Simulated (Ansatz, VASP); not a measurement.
CoO in VASP and in Ansatz

File INCAR:

```
  PREC = Accurate
  ENCUT = 520
  EDIFF = 1E-6
  ISMEAR = 0
  SIGMA = 0.1
  LREAL = False
  LASPH = True
  NELM = 150
  ALGO = Normal
  ISIF = 2
  LWAVE = False
  LCHARG = False
  ISPIN = 2
  MAGMOM = 3 0
  LORBIT = 11
  LMAXMIX = 4
  LDAU = True
  LDAUTYPE = 2
  LDAUL = 2 -1
  LDAUU = 3.32 0
  LDAUJ = 0 0
  LDAUPRINT = 1
  GGA = PE
  NBANDS = 18
```

The input KPOINTS:

```
regular mesh
0
Gamma
  8 8 8
```

POSCAR

```
CoO
1.0
   -1.5080001529      1.5080001529      2.1072499549
    1.5080001529     -1.5080001529      2.1072499549
    1.5080001529      1.5080001529     -2.1072499549
Co O
1 1
Direct
    0.0000000000      0.0000000000      0.0000000000
    0.5000000000      0.5000000000      0.0000000000
```

Input for Ansatz:

```yaml
crystal:
  lattice:
    - [-1.508, 1.508, 2.1072475377]
    - [1.508, -1.508, 2.1072475377]
    - [1.508, 1.508, -2.1072475377]
  atoms:
    - { symbol: Co, position: [0.0, 0.0, 0.0], spin: 3.0 }
    - { symbol: O, position: [0.5, 0.5, 0.0] }
basis:
  ecutwfc: 420
kpoints:
  mp_grid: { grid: [8, 8, 8] }
hamiltonian:
  xc: pbe
  hubbard: { sites: [{ species: Co, l: d, u_eff: 3.32 }] }
scf:
  occupations: { method: gaussian, width: 0.1 }
  lower_state_search: "off"
output:
  forces: true
  stress: true
  eigenvalues: true
  populations: true
magnetization:
  spin_polarized: true
```

Alike in both runs: task single point; functional PBE; k mesh 8 × 8 × 8; occupations gaussian, width 0.1 eV; collinear spin; Hubbard terms Co d U = 3.32 eV.

|  | VASP | Ansatz |
| --- | --- | --- |
| version | VASP 6.6.1 | Ansatz 0.2.0 |
| potentials or method | VASP PAW PBE potentials, release 64 (Co, O) | scalar-relativistic, plane waves, PAW |
| plane-wave cutoff (eV) | 520 | 420 |
| valence electrons in the cell | 15 | 23 |

```tsv
	VASP	Ansatz	Ansatz less VASP
gap on the k mesh at the Fermi level (eV)	none	none	-
pressure (GPa)	0.6	4.1	+3.53
largest component of the traceless stress (GPa)	5.19	5.41	+0.216
net moment per atom (μB)	1.50	1.50	0.000
size of the moment on the site where the two differ most (μB)	2.74	2.59	-0.151
```

Site moments also hang on the region over which each program counts them. The programs project onto different local orbitals, so the same U acts differently. A gap of «none» marks a metal or a gap that the smearing closes. The two sets of potentials don't hold the same shells in valence. Ansatz warned: «filled_band_counts_differ_across_k_points».

Caveats: the k mesh is coarse (spacing up to 0.37 Å⁻¹), so the values aren't converged; a cell with one magnetic atom can't hold antiferromagnetic order, which such compounds often take. The state reached can hang on the start; a lower one may exist.
